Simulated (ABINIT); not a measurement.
# Si2W (I4/mmm) in ABINIT: convergence with k mesh

Aim: find how far k mesh must go before the results for Si2W settle, at BLYP. This setting moves, with any that are tied to it; all else stays.

Program: ABINIT 10.8.3 (patched build). These are calculated values, not measurements. Logs are shortened: lines on timing, memory, paths and dates and some standing lists are left out, and cuts for length are marked. The log counts tension as positive stress, the text compression.

## Step 1: Starting point

Symmetry: I4/mmm, No. 139, tetragonal system. The conventional cell has a = 3.214 Å, b = 3.214 Å, c = 7.830 Å, α = 90.00°, β = 90.00°, γ = 90.00°. Around W (site symmetry 4/mmm) lie 10 Si at 2.62 Å. Si (site symmetry 4mm) has 5 Si at 2.59 to 2.63 Å and 5 W at 2.62 Å as nearest neighbours.

## Step 2: With k mesh 2 × 2 × 2

run.abi

```
# Pseudopotentials
pp_dirpath "./"
pseudos "W.upf, Si.upf"

# Structure
acell 3*1.0
rprim
    -3.0366009097     3.0366009097     7.3981832916
     3.0366009097    -3.0366009097     7.3981832916
     3.0366009097     3.0366009097    -7.3981832916
ntypat 2
znucl 74 14
natom 3
typat 1 2 2
xred
     0.0000000000     0.0000000000     0.0000000000
     0.6653000000     0.6653000000     0.0000000000
     0.3347000000     0.3347000000     0.0000000000

# Plane-wave basis
ecut 37.0

# k points
kptopt 1
ngkpt 2 2 2
nshiftk 1
shiftk 0.0 0.0 0.0

# Exchange and correlation
ixc -106131

# Bands and occupations
nband 15
occopt 3
tsmear 0.05 eV

# SCF cycle
nstep 100
tolvrs 1.0e-10

# Output
iomode 3
prtwf 0
prtden 0
prteig 0
prtebands 0
enunit 2
```

Potentials or basis: PseudoDojo NC SR PBE v0.4.1 standard.

On the command line:

```console
$ abinit run.abi > log 2>&1
```

run.abo:

```text
.Version 10.8.3 of ABINIT
 Symmetries : space group I4/m m m (#139); Bravais tI (body-center tetrag.)
================================================================================
 Values of the parameters that define the memory need of the present run
     intxc =       0    ionmov =       0      iscf =       7    lmnmax =       8
     lnmax =       8     mgfft =      48  mpssoang =       4    mqgrid =    3001
     natom =       3  nloc_mem =       1    nspden =       1   nspinor =       1
    nsppol =       1      nsym =      16    n1xccc =    2501    ntypat =       2
    occopt =       3   xclevel =       2
       mpw =        1473          nfft =      110592          nkpt =           4
================================================================================
================================================================================

--------------------------------------------------------------------------------
------------- Echo of variables that govern the present computation ------------
--------------------------------------------------------------------------------
 -outvars: echo values of preprocessed input variables --------
            acell      1.0000000000E+00  1.0000000000E+00  1.0000000000E+00 Bohr
              amu      1.83850000E+02  2.80855000E+01
             ecut      3.70000000E+01 Hartree
           enunit           2
              ixc     -106131
         kptrlatt        2    0    0      0    2    0      0    0    2
          kptrlen      1.21464036E+01
            natom           3
            nband          15
            ngfft          48      48      48
             nkpt           4
            nstep         100
             nsym          16
           ntypat           2
           occopt           3
           prtden           0
        prtebands           0
           prteig           0
            prtwf           0
[... 159 lines left out ...]
 prteigrs : prtvol=0 or 1, do not print more k-points.

 Fermi (or HOMO) energy (eV) =  14.40121   Average Vxc (eV)= -11.93300
 Eigenvalues (   eV  ) for nkpt=   4  k points:
 kpt#   1, nband= 15, wtk=  0.12500, kpt=  0.0000  0.0000  0.0000 (reduced coord)
 -59.37336  -23.72601  -23.72601  -23.50260    0.22366    7.48029   10.52702   11.00452
  11.42894   11.42894   14.82613   16.92800   17.31042   17.31042   17.54002
 prteigrs : prtvol=0 or 1, do not print more k-points.

--- !EnergyTerms
iteration_state     : {dtset: 1, }
comment             : Components of total free energy in Hartree
kinetic             :  2.39249778620321E+01
hartree             :  1.39395567252128E+01
xc                  : -1.95678425569770E+01
Ewald energy        : -6.26385811287976E+01
psp_core            :  2.45045958617240E+00
local_psp           : -5.57929518453589E+01
non_local_psp       :  1.36636449187448E+01
internal            : -8.40207364389715E+01
'-kT*entropy'       : -1.99155768625750E-06
total_energy        : -8.40207384305291E+01
total_energy_eV     : -2.28632076610567E+03
band_energy         : -4.87557314400894E+00
...

 Cartesian components of stress tensor (hartree/bohr^3)
  sigma(1 1)= -6.50426282E-04  sigma(3 2)=  0.00000000E+00
  sigma(2 2)= -6.50426282E-04  sigma(3 1)=  0.00000000E+00
  sigma(3 3)= -2.23816899E-04  sigma(2 1)=  0.00000000E+00

-Cartesian components of stress tensor (GPa)         [Pressure=  1.4952E+01 GPa]
- sigma(1 1)= -1.91362019E+01  sigma(3 2)=  0.00000000E+00
- sigma(2 2)= -1.91362019E+01  sigma(3 1)=  0.00000000E+00
- sigma(3 3)= -6.58492050E+00  sigma(2 1)=  0.00000000E+00

== END DATASET(S) ==============================================================
================================================================================

 -outvars: echo values of variables after computation  --------
            acell      1.0000000000E+00  1.0000000000E+00  1.0000000000E+00 Bohr
           etotal     -8.4020738431E+01
            fcart      7.6169529794E-19  7.6169529794E-19 -4.2651601028E-31
                      -2.1484375657E-19 -1.9495672325E-18  6.9065394816E-03
                      -5.4685154137E-19  1.1878719346E-18 -6.9065394816E-03
            rprim     -3.0366009097E+00  3.0366009097E+00  7.3981832916E+00
                       3.0366009097E+00 -3.0366009097E+00  7.3981832916E+00
                       3.0366009097E+00  3.0366009097E+00 -7.3981832916E+00
           strten     -6.5042628233E-04 -6.5042628233E-04 -2.2381689869E-04
                       0.0000000000E+00  0.0000000000E+00  0.0000000000E+00
           xangst      0.0000000000E+00  0.0000000000E+00  0.0000000000E+00
                      -5.9880099207E-17  1.3157816673E-16  5.2092324665E+00
                       2.8863884685E-17  7.2060735279E-18  2.6206675282E+00
             xred      0.0000000000E+00  0.0000000000E+00  0.0000000000E+00
                       6.6530000000E-01  6.6530000000E-01  2.2309436670E-17
                       3.3470000000E-01  3.3470000000E-01  1.1223460775E-17
 Calculation completed.
```

Run time: 8.6 s. Hardware: 1 thread of Arm Neoverse V1, shared host; peak memory 0.09 GiB.

Results:

- Free energy: -2286.3208 eV
- Pressure: 15.0 GPa
- Largest force: 0.355 eV/Å
- Band gap on the k mesh: none (metal or under the smearing width)
- Valence electrons inside the program's atomic spheres: W 10.33; Si 1.82

## Step 3: With k mesh 4 × 4 × 4

Changes to run.abi since step 2:

```diff
@@ -24,3 +24,3 @@
 kptopt 1
-ngkpt 2 2 2
+ngkpt 4 4 4
 nshiftk 1
```

Potentials or basis: PseudoDojo NC SR PBE v0.4.1 standard.

On the command line:

```console
$ abinit run.abi > log 2>&1
```

Run time: 29 s. Hardware: 1 thread of Arm Neoverse V1, shared host; peak memory 0.09 GiB.

It converged, with:

| Quantity | Value |
| --- | --- |
| Free energy | -2286.6704 eV |
| Pressure | 14.1 GPa |
| Largest force | 0.212 eV/Å |
| Band gap on the k mesh | none (metal or under the smearing width) |
| Valence electrons inside the program's atomic spheres | W 10.29; Si 1.82 |

## Step 4: With k mesh 5 × 5 × 5

Changes to run.abi since step 3:

```diff
@@ -24,3 +24,3 @@
 kptopt 1
-ngkpt 4 4 4
+ngkpt 5 5 5
 nshiftk 1
```

On the command line:

```console
$ abinit run.abi > log 2>&1
```

It took 40 s on 1 thread of Arm Neoverse V1, shared host; peak memory 0.1 GiB.

Results (log left out):

```
Free energy                                           : -2286.6904 eV
Pressure                                              : 13.4 GPa
Largest force                                         : 0.035 eV/Å
Band gap on the k mesh                                : none (metal or under the smearing width)
Valence electrons inside the program's atomic spheres : W 10.29; Si 1.82
```

## Step 5: With k mesh 6 × 6 × 6

Changes to run.abi since step 4:

```diff
@@ -24,3 +24,3 @@
 kptopt 1
-ngkpt 5 5 5
+ngkpt 6 6 6
 nshiftk 1
```

On the command line:

```console
$ abinit run.abi > log 2>&1
```

It took 68 s on 1 thread of Arm Neoverse V1, shared host; peak memory 0.1 GiB.

The run converged. Its results:

```
Free energy                                           : -2286.7136 eV
Pressure                                              : 13.2 GPa
Largest force                                         : 0.011 eV/Å
Band gap on the k mesh                                : none (metal or under the smearing width)
Valence electrons inside the program's atomic spheres : W 10.29; Si 1.82
```

## Step 6: With k mesh 7 × 7 × 7

Changes to run.abi since step 5:

```diff
@@ -24,3 +24,3 @@
 kptopt 1
-ngkpt 6 6 6
+ngkpt 7 7 7
 nshiftk 1
```

Potentials or basis: PseudoDojo NC SR PBE v0.4.1 standard.

On the command line:

```console
$ abinit run.abi > log 2>&1
```

It took 90 s on 1 thread of Arm Neoverse V1, shared host; peak memory 0.11 GiB.

It converged, with:

```
Free energy                                           : -2286.7105 eV
Pressure                                              : 13.3 GPa
Largest force                                         : 0.027 eV/Å
Band gap on the k mesh                                : none (metal or under the smearing width)
Valence electrons inside the program's atomic spheres : W 10.29; Si 1.82
```

## Step 7: With k mesh 8 × 8 × 8

Changes to run.abi since step 6:

```diff
@@ -24,3 +24,3 @@
 kptopt 1
-ngkpt 7 7 7
+ngkpt 8 8 8
 nshiftk 1
```

On the command line:

```console
$ abinit run.abi > log 2>&1
```

Wall time 2.2 min (1 thread of Arm Neoverse V1, shared host); peak memory 0.12 GiB.

The run converged. Its results:

- Free energy: -2286.7106 eV
- Pressure: 13.3 GPa
- Largest force: 0.040 eV/Å
- Band gap on the k mesh: none (metal or under the smearing width)
- Valence electrons inside the program's atomic spheres: W 10.29; Si 1.82

## Step 8: With k mesh 10 × 10 × 10

Changes to run.abi since step 7:

```diff
@@ -24,3 +24,3 @@
 kptopt 1
-ngkpt 8 8 8
+ngkpt 10 10 10
 nshiftk 1
```

On the command line:

```console
$ abinit run.abi > log 2>&1
```

Run time: 3.6 min. Hardware: 1 thread of Arm Neoverse V1, shared host; peak memory 0.15 GiB.

Results (log left out):

```yaml
Free_energy: -2286.7071 eV
Pressure: 13.4 GPa
Largest_force: 0.035 eV/Å
Band_gap_on_the_k_mesh: none (metal or under the smearing width)
Valence_electrons_inside_the_program's_atomic_spheres: W 10.29; Si 1.82
```

## Step 9: With k mesh 12 × 12 × 12

Changes to run.abi since step 8:

```diff
@@ -24,3 +24,3 @@
 kptopt 1
-ngkpt 10 10 10
+ngkpt 12 12 12
 nshiftk 1
```

Potentials or basis: PseudoDojo NC SR PBE v0.4.1 standard.

On the command line:

```console
$ abinit run.abi > log 2>&1
```

Run time: 6.3 min. Hardware: 1 thread of Arm Neoverse V1, shared host; peak memory 0.19 GiB.

It converged, with:

* Free energy: -2286.7086 eV
* Pressure: 13.4 GPa
* Largest force: 0.007 eV/Å
* Band gap on the k mesh: none (metal or under the smearing width)
* Valence electrons inside the program's atomic spheres: W 10.29; Si 1.82

## Step 10: Result

```csv
k mesh,"energy less the tightest run, at zero smearing (meV/atom)",pressure (GPa),largest force (eV/Å),SCF cycles,CPU time (s),peak memory (GiB)
2 × 2 × 2,128.94,14.95,0.355,11,8.6,0.09
4 × 4 × 4,12.58,14.09,0.212,10,29,0.09
5 × 5 × 5,6.27,13.36,0.035,9,40,0.1
6 × 6 × 6,-1.87,13.24,0.011,10,68,0.1
7 × 7 × 7,-0.63,13.33,0.027,9,89,0.11
8 × 8 × 8,-0.68,13.34,0.040,10,130,0.12
10 × 10 × 10,0.62,13.36,0.035,9,210,0.15
12 × 12 × 12,0.00,13.35,0.007,10,380,0.19
```

Against the tightest run, the energy stays within 1 meV/atom from 7 × 7 × 7 on; the pressure stays within 0.1 GPa from 7 × 7 × 7 on. Not settled before the last step: the largest force (to 0.005 eV/Å). Meshes of other sizes hit other points, so gaps and Fermi surfaces needn't settle smoothly. The tightest run that finished is the yardstick and may itself not be fully converged.

Caveats: the potentials were made for another functional, which shifts forces and pressure.
